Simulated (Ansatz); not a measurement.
# Relaxing Tl

These are results of DFT PBE, scalar-relativistic, plane waves, PAW in Ansatz 0.2.0, not measurements.

Tl was placed on the sites of a reported O cell (C2/m, No. 12), at a guessed volume.

The final relaxation ran on this input, with the default PAW datasets:

```yaml
crystal:
  lattice:
    - [6.1477703017, -3.5198200532, 0.3349372715]
    - [6.1477703017, 3.5198200532, 0.3349372715]
    - [-2.5119998014, 0.0, 5.6254012772]
  atoms:
    - { symbol: Tl, position: [0.8751507339, 0.8751507339, 0.249890936] }
    - { symbol: Tl, position: [0.1248492661, 0.1248492661, 0.750109064] }
    - { symbol: Tl, position: [0.375414105, 0.375414105, 0.2500209411] }
    - { symbol: Tl, position: [0.624585895, 0.624585895, 0.7499790589] }
    - { symbol: Tl, position: [0.875375545, 0.3751945979, 0.250004738] }
    - { symbol: Tl, position: [0.6248054021, 0.124624455, 0.749995262] }
    - { symbol: Tl, position: [0.124624455, 0.6248054021, 0.749995262] }
    - { symbol: Tl, position: [0.3751945979, 0.875375545, 0.250004738] }
basis:
  ecutwfc: 420
kpoints:
  mp_grid: { grid: [6, 6, 8] }
hamiltonian:
  xc: pbe
scf:
  occupations: { method: gaussian, width: 0.1 }
output:
  forces: true
  stress: true
  eigenvalues: true
relax:
  adjacent_minimum: "off"
  f_tol: 0.01
  max_steps: 80
  cell: { stress_tol: 0.05 }
```

It can be run as:

```bash
ansatz run input.yaml --threads 4 --pin off --backend cpu --events-out ev --progress --plain --runs-dir out  # memory cap (--max-ram) not shown
```

End of the output:

```
SCF converged after 4 iterations
Free energy (F): -91553.068482 eV
Harris-Foulkes:  -91553.068482 eV  (|F-HF|=1.46e-11)
Internal energy: -91553.044144 eV  (E = F + TS)
E sigma→0 (E₀):  -91553.056313 eV
Entropy (-TS):   -0.024338 eV (-3.042 meV/atom)
Fermi energy:    9.234812 eV
--- Per-component energies (eV) ---
  E_band       = -46.457640
  E_kinetic    = 2665.247554
  E_local      = -7381.857530  (includes V_loc(G=0)·N_el)
  E_nonlocal   = 2537.000156
  E_hartree    = 2724.410595
  E_xc         = -1843.768320
  E_vxc        = -1134.235182  (∫ρ·V_xc dr)
  E_paw        = -81312.889494  (= ΣΔE_a)
  E_vpaw       = -2181.433944  (= ΣTr[D̂ρ^β])
  E_aug_tail   = 0.000265  (compensation charges beyond the density's cutoff)
  E_ewald      = -8941.187370
  E_smearing   = -0.024338  (= −TS)
  E_closure    =  0.000000  (closes the sum)
  Σ components = -91553.068482   (vs F -91553.068482, Δ=0.00e0)
--- Forces (eV/Å), atoms counted from 1 ---
  atom   1  Tl    -0.00424805     0.00000000    -0.00333949
  atom   2  Tl     0.00424805     0.00000000     0.00333949
  atom   3  Tl    -0.00150228     0.00000000    -0.00202372
  atom   4  Tl     0.00150228     0.00000000     0.00202372
  atom   5  Tl     0.00327260     0.00243059     0.00041794
  atom   6  Tl    -0.00327260     0.00243059    -0.00041794
  atom   7  Tl    -0.00327260    -0.00243059    -0.00041794
  atom   8  Tl     0.00327260    -0.00243059     0.00041794
  max |Σ_I F_I| component: 4.34e-19 eV/Å
--- Stress (GPa, compression-positive) ---
       -0.015691       0.000000      -0.002521
        0.000000       0.032759       0.000000
       -0.002521       0.000000       0.012679
  P = ⅓ Tr σ = 0.0099 GPa (0.099 kbar)
--- Relaxed structure (11 steps of the walk, 10 accepted, 1 SCFs on fresh bases) ---
  F+E_penalty+E_count = -91553.06848176 eV   max|allowed force component| = 4.248e-3 eV/Å   (the final SCF, on the basis selected at the relaxed cell)
  cell:  # Å, volume = 248.6549 Å³
    - [6.140973, -3.542635, 0.506651]
    - [6.140973, 3.542635, 0.506651]
    - [-2.346425, 0.000000, 5.521244]
  atoms:
    - { symbol: Tl, position: [0.875132, 0.875132, 0.250236] }
    - { symbol: Tl, position: [0.124868, 0.124868, 0.749764] }
    - { symbol: Tl, position: [0.375015, 0.375015, 0.250084] }
    - { symbol: Tl, position: [0.624985, 0.624985, 0.749916] }
    - { symbol: Tl, position: [0.875033, 0.374801, 0.249933] }
    - { symbol: Tl, position: [0.625199, 0.124967, 0.750067] }
    - { symbol: Tl, position: [0.124967, 0.625199, 0.750067] }
    - { symbol: Tl, position: [0.374801, 0.875033, 0.249933] }
```

Total energies depend on the potentials used, so only differences within one code and one set of settings carry meaning.

The result has space group C2/m (No. 12). Tl has 12 Tl at 3.48–3.56 Å.

It lies 0.02 eV/atom above the element's standard state at the same level.

For metals, differences of a few meV/atom aren't resolved. Spin–orbit coupling is left out.

A structure relaxed within its symmetry needn't be a true minimum.